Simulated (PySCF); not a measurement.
Compound: C₆H₆O.
SMILES with atom numbers: `[OH:1][c:2]1[cH:3][cH:4][cH:5][cH:6][cH:7]1` (hydrogens: H8 on O1; H9 on C3; H10 on C4; H11 on C5; H12 on C6; H13 on C7)

The same species was optimised twice, with GFN2-xTB and with PBE0-D3(BJ)/def2-SVP (PySCF), and the same property calculations (PySCF, gas phase) were run on both structures.

| coordinate | GFN2-xTB | PBE0-D3(BJ)/def2-SVP | change |
| --- | --- | --- | --- |
| O1–C2 (Å) | 1.361 | 1.350 | -0.011 |
| C4–C5 (Å) | 1.386 | 1.396 | +0.010 |
| C6–C7 (Å) | 1.384 | 1.394 | +0.010 |
| C5–C6 (Å) | 1.383 | 1.393 | +0.010 |
| C3–C4 (Å) | 1.381 | 1.391 | +0.010 |
| C2–C7 (Å) | 1.390 | 1.399 | +0.009 |
| C2–C3 (Å) | 1.392 | 1.399 | +0.007 |
| O1–C2–C7 (°) | 122.1 | 122.6 | +0.5 |
| C4–C5–C6 (°) | 119.7 | 119.2 | -0.5 |
| O1–C2–C3 (°) | 118.2 | 117.8 | -0.4 |
| C3–C4–C5 (°) | 120.5 | 120.8 | +0.3 |
| C5–C6–C7 (°) | 120.3 | 120.6 | +0.3 |
| C3–C2–C7 (°) | 119.7 | 119.6 | -0.1 |
| C2–C3–C4 (°) | 119.8 | 119.8 | 0.0 |
| C2–C7–C6 (°) | 120.0 | 120.0 | 0.0 |

Rotational constants: A = 5730, B = 2647, C = 1811 MHz (GFN2-xTB) against A = 5663, B = 2629, C = 1796 MHz (PBE0-D3(BJ)/def2-SVP). Point groups within 0.08 Å: Cs and Cs.

On the GFN2-xTB structure: HOMO (eV) -6.57 [PBE0/pcSseg-1]; LUMO (eV) -0.22 [PBE0/pcSseg-1]; dipole (D) 1.36 [PBE0/pcSseg-1]; GIAO shielding of O1 (ppm) 209.5 [PBE0/pcSseg-1]; GIAO shielding of C2 (ppm) 23.1 [PBE0/pcSseg-1]; GIAO shielding of C3/C7 (mean) (ppm) 68.2 [PBE0/pcSseg-1]; GIAO shielding of C4/C6 (mean) (ppm) 51.7 [PBE0/pcSseg-1]; GIAO shielding of C5 (ppm) 62.1 [PBE0/pcSseg-1].

Question: What do these properties become on the PBE0-D3(BJ)/def2-SVP structure?

Answer: 
```csv
property,level,on GFN2-xTB,on PBE0-D3(BJ)/def2-SVP,change
HOMO (eV),PBE0/pcSseg-1,-6.57,-6.54,+0.03
LUMO (eV),PBE0/pcSseg-1,-0.22,-0.26,-0.04
dipole (D),PBE0/pcSseg-1,1.36,1.37,+0.01
"energy, GFN2-xTB geometry as zero (kcal/mol)",PBE0/pcSseg-1,0.0,-0.1,-0.1
GIAO shielding of O1 (ppm),PBE0/pcSseg-1,209.5,210.0,+0.5
GIAO shielding of C2 (ppm),PBE0/pcSseg-1,23.1,22.3,-0.8
GIAO shielding of C3/C7 (mean) (ppm),PBE0/pcSseg-1,68.2,66.3,-1.9
GIAO shielding of C4/C6 (mean) (ppm),PBE0/pcSseg-1,51.7,48.9,-2.8
GIAO shielding of C5 (ppm),PBE0/pcSseg-1,62.1,59.9,-2.2
```

The heavy atoms differ by 0.010 Å rms after alignment. Among bonds between heavy atoms O1–C2, C3–C4, C4–C5, C5–C6 and C6–C7 change most and about equally (-0.011 to +0.010 Å). Changes are differences of the printed values. Neither structure is proved a minimum here.

Shape of the structure used: `[OH:1][c:2]1[cH:3][cH:4][cH:5][cH:6][cH:7]1`: H–O1–C2–C3 180°.
